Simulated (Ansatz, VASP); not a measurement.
AlN: VASP beside Ansatz

```xyz
4
Lattice="3.1302 0.0000 0.0000 -1.5651 2.7109 0.0000 0.0000 0.0000 5.0180" Properties=species:S:1:pos:R:3 pbc="T T T"
Al    0.0000    1.8072   -0.0039
Al    1.5651    0.9036    2.5051
N     0.0000    1.8072    1.9107
N     1.5651    0.9036    4.4197
```

Alike in both runs: task single point; functional r2SCAN; k mesh 12 × 12 × 6; occupations gaussian, width 0.02 eV; no spin polarisation.

|  | VASP | Ansatz |
| --- | --- | --- |
| version | VASP 6.6.1 | Ansatz 0.2.0 |
| potentials or method | VASP PAW PBE potentials, release 64 (Al, N) | scalar-relativistic, plane waves, PAW |
| plane-wave cutoff (eV) | 520 | 500 |
| valence electrons in the cell | 16 | 16 |

VASP gave:

* gap on the k mesh at the Fermi level (eV): 4.71
* least direct gap on the mesh (eV): 4.71
* pressure (GPa): -5.0
* largest component of the traceless stress (GPa): 0.17
* rms of the force components (eV/Å): 0.004

Problem. What did Ansatz give for the same quantities?

Solution. gap on the k mesh at the Fermi level (eV): 4.67; least direct gap on the mesh (eV): 4.67; pressure (GPa): -4.6; largest component of the traceless stress (GPa): 0.15; rms of the force components (eV/Å): 0.005.

Atom by atom the forces differ by 0.001 eV/Å (rms over components).

Caveats: the PAW data sets were made with another functional, which shifts forces and pressure a little (VASP). A k mesh can miss the band edges.
